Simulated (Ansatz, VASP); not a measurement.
# One calculation of C, two programs

```xyz
2
Lattice="0.0000 1.7834 1.7834 1.7834 0.0000 1.7834 1.7834 1.7834 0.0000" Properties=species:S:1:pos:R:3 pbc="T T T"
C     2.6751    2.6751    2.6751
C     1.7834    1.7834    1.7834
```

This isn't the form of C at room conditions, which is graphite.

Alike in both runs: functional PBE; k mesh 11 × 11 × 11; occupations fermi-dirac, width 0.05 eV; no spin polarisation.

```csv
,VASP,Ansatz
version,VASP 6.6.1,Ansatz 0.2.0
potentials or method,"VASP PAW PBE potentials, release 64 (C)",Ansatz PAW
plane-wave cutoff (eV),520,420
valence electrons in the cell,8,8
task,single point,band structure
```

```tsv
	VASP	Ansatz	Ansatz less VASP
gap on the k mesh at the Fermi level (eV)	4.13	4.14	+0.008
least direct gap on the mesh (eV)	5.59	5.59	+0.004
pressure (GPa)	2.5	1.8	-0.69
```

With one functional, cell and mesh, what is left measures potentials, basis and numerics.

Caveats: an odd mesh through Γ misses points on the zone boundary, where band edges often lie (VASP); the pressure holds a Pulay correction of +1.0 GPa for the finite cutoff (Ansatz).
